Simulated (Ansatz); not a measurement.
# AlNi in Ansatz: the effect of target pressure

The system is AlNi.

```
Ni Al
1.0
     2.88100    0.00000    0.00000
     0.00000    2.88100    0.00000
     0.00000    0.00000    2.88100
Ni Al
1 1
Direct
  0.50000 0.50000 0.50000
  0.00000 0.00000 0.00000
```

Alike in all runs:

```yaml
Program: Ansatz 0.2.0
Task: relaxation of cell and atoms
Functional: PBEsol
Potentials_or_basis: Ansatz PAW
Cutoff: "420 eV (not typed: the program's choice for these potentials)"
k_mesh: 9 × 9 × 9
Occupations: fermi-dirac, width 0.05 eV
Spin: collinear spin, ferromagnetic start
Starting_moments: "[1.0, 0.0] μB"
```

Each run relaxes the cell or the atoms first.

| target pressure | relaxed volume (Å³/atom) |
| --- | --- |
| 0 GPa | 11.71 |
| 2 GPa | ? |
| 5 GPa | 11.41 |
| 10 GPa | 11.13 |
| 20 GPa | 10.67 |
| 30 GPa | 10.29 |

Task: What does the run with target pressure 2 GPa give?

Result: Relaxed volume 11.59 Å³/atom.

Worked out: In Murnaghan's law V^(-B') rises as a straight line in P. The other rows fit best with B' = 3.7, V0 = 11.71 Å³/atom and B0 = 181 GPa, which gives 11.58 Å³/atom at 2 GPa, against the run's 11.59.

Caveats: the plane-wave basis is chosen anew once the cell has moved, so the energies of steps on either side of that aren't comparable; the PAW data sets come from PBE, with cores solved anew for the run's functional, which leaves a small shift of forces and pressure; the starting moments weren't kept.

Runs at the PBE level aren't shown here.
